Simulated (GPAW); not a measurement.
# How the plane-wave cutoff moves the magnetism of free-standing triangular Os monolayer, spacing 3.069 A, part 2 of 2

Two starts of free-standing triangular Os monolayer, spacing 3.069 A are run at each rung of the plane-wave cutoff. Which rung is enough?

GPAW 26.7.0; PBE; plane waves with GPAW's PAW setups, scalar-relativistic.

So far, largest spin moment in the augmentation sphere (μB): step 2 (rung 1 (250 eV), start ferro +) 1.79; step 5 (rung 2 (325 eV), start antiferro q=(0,1/2,0) +-) 1.78; step 6 (rung 3 (400 eV), start ferro +) 1.82; step 7 (rung 3 (400 eV), start antiferro q=(0,1/2,0) +-) 1.78; step 8 (rung 4 (500 eV), start ferro +) 1.82.

### Step 9. Rung 4 (500 eV), start antiferro q=(0,1/2,0) +-

Contents of order2.py:

```python
import json
import numpy as np
from ase import Atoms
from ase.parallel import paropen, parprint
from gpaw import GPAW

atoms = Atoms(['Os', 'Os'],
    cell=[[3.069, 0.0, 0.0],
         [-3.069, 5.315664, 0.0],
         [0.0, 0.0, 14.0]],
    scaled_positions=[[0.0, 0.0, 0.5],
         [0.0, 0.5, 0.5]],
    pbc=True,
    magmoms=[1.0, -1.0])
atoms.calc = GPAW(mode={'name': 'pw', 'ecut': 500},
    xc='PBE',
    kpts={'size': (10, 5, 1), 'gamma': True},
    occupations={'name': 'fermi-dirac', 'width': 0.05},
    convergence={'density': 1e-05, 'energy': 1e-05},
    maxiter=200,
    symmetry={'tolerance': 1e-4},
    txt='order2.txt')
e = atoms.get_potential_energy(force_consistent=True)
res = {'free_energy': e, 'energy_sigma0': atoms.get_potential_energy(), 'fermi_energy': atoms.calc.get_fermi_level()}
res['moments'] = atoms.get_magnetic_moments().tolist()
res['total'] = atoms.get_magnetic_moment()
parprint('site moments (muB):', np.round(res['moments'], 3))
parprint(f"total moment: {res['total']:.3f} muB")
parprint(f'free energy: {e:.6f} eV')
atoms.calc.write('order2.gpw')
with paropen('results.json', 'w') as f:
    json.dump(res, f)
```

On the command line:

```
OMP_NUM_THREADS=1 python3 order2.py > order2.log
```

Log:

```text
site moments (muB): [ 1.785 -1.785]
total moment: 0.000 muB
free energy: -13.421450 eV

--- order2.txt ---
Input parameters:
  mode=PW(ecut=500),
  convergence={'density': 1e-05, 'energy': 1e-05},
  kpts=MonkhorstPack(size=(10, 5, 1), gamma=True),
  maxiter=200,
  occupations=Occupations(name='fermi-dirac', width=0.05),
  symmetry=Symmetry(tolerance=0.0001),
  xc=XC(name='PBE')

Diagonalizing LCAO Hamiltonian
[...]
|          7 |        -5.845 |     1.000 |        -5.845 |     1.000 |
|          8 |        -4.754 |     1.000 |        -4.754 |     1.000 |
[...]
|         17 |        -0.689 |     0.000 |        -0.689 |     0.000 |
|         18 |        -0.571 |     0.000 |        -0.571 |     0.000 |
|         19 |         2.216 |     0.000 |         2.217 |     0.000 |
|         20 |         2.367 |     0.000 |         2.367 |     0.000 |

No gap
No difference between direct/indirect transitions


[key lines of the parts left out:]
Free energy:     -13.421450
Converged in 17 steps
dipole moment: (-10.829286, -18.756876, -0.000008)  # |e|*Ang
Fermi level: -2.328
```

Elapsed: 88 s, on 1 MPI rank of Intel Xeon Platinum 8488C (Sapphire Rapids), shared host; peak memory 0.35 GiB.

Read from the output:

* magnetization: 0 μB
* final state: antiferromagnetic
* largest moment: 1.785 μB

This start lies +60.3 meV a seeded atom from the first, a change of -0.1 meV since rung 3; its largest moment is 1.79 μB.

### Step 10. Rung 5 (650 eV), start ferro +

Contents of order1.py:

```python
import json
import numpy as np
from ase import Atoms
from ase.parallel import paropen, parprint
from gpaw import GPAW

atoms = Atoms(['Os'],
    cell=[[3.069, 0.0, 0.0],
         [-1.5345, 2.657832, 0.0],
         [0.0, 0.0, 14.0]],
    scaled_positions=[[0.0, 0.0, 0.5]],
    pbc=True,
    magmoms=[1.0])
atoms.calc = GPAW(mode={'name': 'pw', 'ecut': 650},
    xc='PBE',
    kpts={'size': (10, 10, 1), 'gamma': True},
    occupations={'name': 'fermi-dirac', 'width': 0.05},
    convergence={'density': 1e-05, 'energy': 1e-05},
    maxiter=200,
    symmetry={'tolerance': 1e-4},
    txt='order1.txt')
e = atoms.get_potential_energy(force_consistent=True)
res = {'free_energy': e, 'energy_sigma0': atoms.get_potential_energy(), 'fermi_energy': atoms.calc.get_fermi_level()}
res['moments'] = atoms.get_magnetic_moments().tolist()
res['total'] = atoms.get_magnetic_moment()
parprint('site moments (muB):', np.round(res['moments'], 3))
parprint(f"total moment: {res['total']:.3f} muB")
parprint(f'free energy: {e:.6f} eV')
atoms.calc.write('order1.gpw')
with paropen('results.json', 'w') as f:
    json.dump(res, f)
```

On the command line:

```
OMP_NUM_THREADS=1 python3 order1.py > order1.log
```

Log:

```text
site moments (muB): [1.818]
total moment: 2.160 muB
free energy: -6.773374 eV

--- order1.txt ---
Input parameters:
  mode=PW(ecut=650),
  convergence={'density': 1e-05, 'energy': 1e-05},
  kpts=MonkhorstPack(size=(10, 10, 1), gamma=True),
  maxiter=200,
  occupations=Occupations(name='fermi-dirac', width=0.05),
  symmetry=Symmetry(tolerance=0.0001),
  xc=XC(name='PBE')

Diagonalizing LCAO Hamiltonian
[...]
|          3 |        -8.027 |     1.000 |        -7.670 |     1.000 |
|          4 |        -4.847 |     1.000 |        -3.171 |     1.000 |
[...]
|          8 |        -2.777 |     0.991 |        -1.109 |     0.000 |
|          9 |        -1.458 |     0.000 |        -0.834 |     0.000 |
|         10 |         2.153 |     0.000 |         2.273 |     0.000 |
|         11 |         3.186 |     0.000 |         3.270 |     0.000 |

No gap
No difference between direct/indirect transitions


[key lines of the parts left out:]
Free energy:      -6.773374
Converged in 14 steps
dipole moment: (-5.412029, -9.373909, -0.000004)  # |e|*Ang
Fermi level: -2.543
```

Elapsed: 19 s, on 1 MPI rank; peak memory 0.24 GiB.

This step gave:

```yaml
magnetization: 2.160 μB
final_state: ferromagnetic
largest_moment: 1.818 μB
```

The largest moment is that of rung 4, at 1.4 times its CPU time.

### Step 11. Rung 5 (650 eV), start antiferro q=(0,1/2,0) +-

order2.py is the script of step 9 with these lines changed:

```diff
@@ -14,3 +14,3 @@
     magmoms=[1.0, -1.0])
-atoms.calc = GPAW(mode={'name': 'pw', 'ecut': 500},
+atoms.calc = GPAW(mode={'name': 'pw', 'ecut': 650},
     xc='PBE',
```

On the command line:

```
OMP_NUM_THREADS=1 python3 order2.py > order2.log
```

Log:

```text
site moments (muB): [ 1.785 -1.785]
total moment: -0.000 muB
free energy: -13.426233 eV

--- order2.txt ---
Input parameters:
  mode=PW(ecut=650),
  convergence={'density': 1e-05, 'energy': 1e-05},
  kpts=MonkhorstPack(size=(10, 5, 1), gamma=True),
  maxiter=200,
  occupations=Occupations(name='fermi-dirac', width=0.05),
  symmetry=Symmetry(tolerance=0.0001),
  xc=XC(name='PBE')

Diagonalizing LCAO Hamiltonian
[...]
|          7 |        -5.844 |     1.000 |        -5.844 |     1.000 |
|          8 |        -4.754 |     1.000 |        -4.754 |     1.000 |
[...]
|         17 |        -0.688 |     0.000 |        -0.688 |     0.000 |
|         18 |        -0.572 |     0.000 |        -0.572 |     0.000 |
|         19 |         2.216 |     0.000 |         2.217 |     0.000 |
|         20 |         2.367 |     0.000 |         2.367 |     0.000 |

No gap
No difference between direct/indirect transitions


[key lines of the parts left out:]
Free energy:     -13.426233
Converged in 17 steps
dipole moment: (-10.830069, -18.758233, -0.000008)  # |e|*Ang
Fermi level: -2.328
```

The job ended after 2.5 min (1 MPI rank; peak memory 0.49 GiB).

This step gave:

```yaml
magnetization: 0 μB
final_state: antiferromagnetic
largest_moment: 1.785 μB
```

This start lies +60.3 meV a seeded atom from the first, a change of -0.1 meV since rung 4; its largest moment is 1.79 μB.

### Step 12. Rung 6 (800 eV), start ferro +

order1.py is the script of step 10 with these lines changed:

```diff
@@ -13,3 +13,3 @@
     magmoms=[1.0])
-atoms.calc = GPAW(mode={'name': 'pw', 'ecut': 650},
+atoms.calc = GPAW(mode={'name': 'pw', 'ecut': 800},
     xc='PBE',
```

On the command line:

```
OMP_NUM_THREADS=1 python3 order1.py > order1.log
```

Log:

```text
site moments (muB): [1.818]
total moment: 2.160 muB
free energy: -6.773405 eV

--- order1.txt ---
Input parameters:
  mode=PW(ecut=800),
  convergence={'density': 1e-05, 'energy': 1e-05},
  kpts=MonkhorstPack(size=(10, 10, 1), gamma=True),
  maxiter=200,
  occupations=Occupations(name='fermi-dirac', width=0.05),
  symmetry=Symmetry(tolerance=0.0001),
  xc=XC(name='PBE')

Diagonalizing LCAO Hamiltonian
[...]
|          3 |        -8.027 |     1.000 |        -7.670 |     1.000 |
|          4 |        -4.847 |     1.000 |        -3.171 |     1.000 |
[...]
|          8 |        -2.777 |     0.991 |        -1.109 |     0.000 |
|          9 |        -1.458 |     0.000 |        -0.834 |     0.000 |
|         10 |         2.153 |     0.000 |         2.272 |     0.000 |
|         11 |         3.186 |     0.000 |         3.269 |     0.000 |

No gap
No difference between direct/indirect transitions


[key lines of the parts left out:]
Free energy:      -6.773405
Converged in 14 steps
dipole moment: (-5.412038, -9.373925, -0.000004)  # |e|*Ang
Fermi level: -2.543
```

Wall time 34 s (1 MPI rank); peak memory 0.28 GiB.

Numbers from this step:

```
magnetization  : 2.160 μB
final state    : ferromagnetic
largest moment : 1.818 μB
```

The largest moment is that of rung 5, at 1.7 times its CPU time.

### Step 13. Rung 6 (800 eV), start antiferro q=(0,1/2,0) +-

order2.py is the script of step 11 with these lines changed:

```diff
@@ -14,3 +14,3 @@
     magmoms=[1.0, -1.0])
-atoms.calc = GPAW(mode={'name': 'pw', 'ecut': 650},
+atoms.calc = GPAW(mode={'name': 'pw', 'ecut': 800},
     xc='PBE',
```

On the command line:

```
OMP_NUM_THREADS=1 python3 order2.py > order2.log
```

Log:

```text
site moments (muB): [ 1.785 -1.785]
total moment: -0.000 muB
free energy: -13.426327 eV

--- order2.txt ---
Input parameters:
  mode=PW(ecut=800),
  convergence={'density': 1e-05, 'energy': 1e-05},
  kpts=MonkhorstPack(size=(10, 5, 1), gamma=True),
  maxiter=200,
  occupations=Occupations(name='fermi-dirac', width=0.05),
  symmetry=Symmetry(tolerance=0.0001),
  xc=XC(name='PBE')

Diagonalizing LCAO Hamiltonian
[...]
|          7 |        -5.844 |     1.000 |        -5.844 |     1.000 |
|          8 |        -4.754 |     1.000 |        -4.754 |     1.000 |
[...]
|         17 |        -0.688 |     0.000 |        -0.688 |     0.000 |
|         18 |        -0.572 |     0.000 |        -0.572 |     0.000 |
|         19 |         2.217 |     0.000 |         2.217 |     0.000 |
|         20 |         2.367 |     0.000 |         2.367 |     0.000 |

No gap
No difference between direct/indirect transitions


[key lines of the parts left out:]
Free energy:     -13.426327
Converged in 17 steps
dipole moment: (-10.830084, -18.758259, -0.000008)  # |e|*Ang
Fermi level: -2.327
```

The job ended after 3.6 min (1 MPI rank; peak memory 0.61 GiB).

Read from the output:

| Item | Value |
| --- | --- |
| magnetization | 0 μB |
| final state | antiferromagnetic |
| largest moment | 1.785 μB |

This start lies +60.2 meV a seeded atom from the first, a change of -0.0 meV since rung 5; its largest moment is 1.79 μB.

### Step 14. Another try

A slip in the input shows what the program catches and what it lets pass.

Contents of run.py:

```python
import json
import numpy as np
from ase import Atoms
from ase.parallel import paropen, parprint
from gpaw import GPAW

atoms = Atoms(['Os'],
    cell=[[3.069, 0.0, 0.0],
         [-1.5345, 2.657832, 0.0],
         [0.0, 0.0, 14.0]],
    scaled_positions=[[0.0, 0.0, 0.5]],
    pbc=True,
    magmoms=[1.0])
atoms.calc = GPAW(mode={'name': 'pw', 'ecut': 550},
    xc='PBE',
    kpts={'size': (10, 10, 1), 'gamma': True},
    occupations={'name': 'fermi-dirac', 'width': 0.05},
    convergence={'density': 1e-05, 'energy': 1e-05},
    maxiter=2,
    symmetry={'tolerance': 1e-4},
    txt='run.txt')
e = atoms.get_potential_energy(force_consistent=True)
res = {'free_energy': e, 'energy_sigma0': atoms.get_potential_energy(), 'fermi_energy': atoms.calc.get_fermi_level()}
res['moments'] = atoms.get_magnetic_moments().tolist()
res['total'] = atoms.get_magnetic_moment()
parprint('site moments (muB):', np.round(res['moments'], 3))
parprint(f"total moment: {res['total']:.3f} muB")
parprint(f'free energy: {e:.6f} eV')
atoms.calc.write('run.gpw')
with paropen('results.json', 'w') as f:
    json.dump(res, f)
```

On the command line:

```
OMP_NUM_THREADS=1 python3 run.py > run.log
```

Log:

```text
gpaw.KohnShamConvergenceError

--- run.txt ---
Input parameters:
  mode=PW(ecut=550),
  convergence={'density': 1e-05, 'energy': 1e-05},
  kpts=MonkhorstPack(size=(10, 10, 1), gamma=True),
  maxiter=2,
  occupations=Occupations(name='fermi-dirac', width=0.05),
  symmetry=Symmetry(tolerance=0.0001),
  xc=XC(name='PBE')

Diagonalizing LCAO Hamiltonian
Converting LCAO to pw mode

       Os

Atoms  # Å, Bohr magnetons
|   | symbol |        x |        y |        z |    initial magnetic moments |
|---|--------|----------|----------|----------|-----------------------------|
| 0 |     Os | 0.000000 | 0.000000 | 7.000000 | ( 0.0000,  0.0000,  1.0000) |

Number of symmetries: 24

BZ-sampling:
  Number of BZ points: 100
  Number of IBZ points: 14

  Monkhorst-Pack size: [10, 10, 1]
  Monkhorst-Pack shift: [0.05, 0.05, 0.0]

Plane wave coefficients: 3366
Cutoff: 550.0 eV

Spin-components: 2 (collinear spins)
Bands:           12
Projectors:      6
Spin-degeneracy: 1
Datatype:        complex128

Parallelization:
  kpt:    1
  domain: 1
  band:   1

Density:
  Valence electrons: 14.0
  Components: 2
  Grid points: [18 18 80]
  Charge: 0.0  # |e|

Potential:
  Grid points: [18 18 80]

[... setups left out ...]
Reference energy: -468923.957039  # eV

convergence criteria:
- Maximum integral of absolute [dens]ity change: 1e-05 electrons / valence electron
- Maximum [total energy] change in last 3 cyles: 1e-05 eV / valence electron
- Maximum integral of absolute [eigenst]ate change: 4e-08 eV^2 / valence electron
maximum number of iterations: 2

SCF iterations
|iter     |      energy | eigst |  dens |  magmom |
|---------|-------------|-------|-------|---------|
|iter:   1|       0s |   -6.504600 | +0.07 |       |  +1.0009|
|iter:   2|       1s |   -6.516411 | -1.67 | -1.11 |  +1.0080|
```

It took 5.7 s on 1 MPI rank; peak memory 0.21 GiB.

The run stopped without converging, so none of its numbers is a property of the system.

The fault put into the input: too few SCF iterations.

The limit on cycles came before convergence; raising it mends this.

### Step 15. The rungs together

Ladder, by row:

```
rung  cutoff (eV)  state from the first start  state from the second start  second less first (meV a seeded atom)  moment, first (μB)  moment, second (μB)  CPU time (s)
   1          250               ferromagnetic            antiferromagnetic                                  59.49                1.79                1.767         48.03
   2          325               ferromagnetic            antiferromagnetic                                  60.21               1.808                 1.78         70.76
   3          400               ferromagnetic            antiferromagnetic                                  60.43               1.818                1.785         85.83
   4          500               ferromagnetic            antiferromagnetic                                  60.33               1.818                1.785         102.4
   5          650               ferromagnetic            antiferromagnetic                                  60.26               1.818                1.785         166.2
   6          800               ferromagnetic            antiferromagnetic                                  60.24               1.818                1.785         248.4
```

### Step 16. Results

| Property | Result |
| --- | --- |
| range of the moment in the table, first start | 1.79 to 1.82 μB |
| range of CPU time | 48 s to 4.1 min |
| range of the energy difference | 59.5 to 60.4 meV a seeded atom |
| first rung from which all stay within 3.0 meV of the last | 1 |

**Reading.** From rung 1 on the result stays within 0.75 meV of the last rung, inside the margin of 3.0 meV set for it, at 19 % of the last rung's cost. The first start ends lower on every rung of the table; whether functional and cell give the true order is another question.

[Logs and program files are shortened in this print: banners, set-up blocks, solver, clock and traceback lines can be left out without a mark of their own.]

[Logs are printed without paths, hosts, clocks, repeated set-up lines and the standing remarks that a program may print on its own settings, such as how far it seeks lower states.]

[Hosts, paths, dates, database ids (printed as entryN), source tags and the programs' standing remarks are cut or masked in the printed files.]

[Where a cell is said to come from a database of computed structures, the database is the Materials Project.]
